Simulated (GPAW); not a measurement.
Crystal: SiC.

```
Si C
1.0
     3.07569    0.00000    0.00000
    -1.53785    2.66363    0.00000
     0.00000    0.00000   10.07065
Si C
4 4
Cartesian
  0.0000 0.0000 1.8922
  0.0000 0.0000 6.9275
  0.0000 1.7758 4.4094
  1.5378 0.8879 9.4447
  0.0000 0.0000 0.0046
  0.0000 0.0000 5.0400
  0.0000 1.7758 2.5157
  1.5378 0.8879 7.5510
```

The cell is a database's computed one.

* Program: GPAW 26.7.0
* Task: relaxation of cell and atoms
* Functional: OLYP
* Potentials or basis: PAW data sets generated in the run's folder for this functional
* Cutoff: 800 eV
* Basis: pw
* k mesh: 6 × 6 × 2
* Occupations: fermi-dirac, width 0.05 eV
* Spin: no spin polarisation

At the start: pressure 3.8 GPa; volume 10.31 Å³/atom.

Task: How do energy, volume and symmetry change on relaxing?

Result: Over 5 steps the energy falls by 2.4 meV/atom and the volume is 10.49 Å³/atom (+1.7 %); space group P6_3mc (No. 186, to 0.05 Å).

Step by step:
| step | energy change (eV) | largest force (eV/Å) | pressure (GPa) | volume (Å³) |
| --- | --- | --- | --- | --- |
| 1 | 0.0000 | 0.0175 | 3.84 | 82.50 |
| 2 | -0.0027 | 0.0085 | 3.53 | 82.61 |
| 3 | -0.0191 | 0.0431 | 0.11 | 83.90 |
| 4 | -0.0193 | 0.0217 | 0.02 | 83.93 |
| 5 | -0.0193 | 0.0029 | -0.01 | 83.94 |

Final structure:
```
CELL_PARAMETERS angstrom
3.09432 0.00000 0.00000
-1.54716 2.67976 0.00000
0.00000 0.00000 10.12354
ATOMIC_POSITIONS crystal
Si 0.00000 0.00000 0.18795
Si 0.00000 0.00000 0.68795
Si 0.33333 0.66667 0.43786
Si 0.66667 0.33333 0.93786
C 0.00000 0.00000 0.00039
C 0.00000 0.00000 0.50039
C 0.33333 0.66667 0.24980
C 0.66667 0.33333 0.74980
```

Caveat: the k mesh is coarse; later steps reuse the first step's grids.
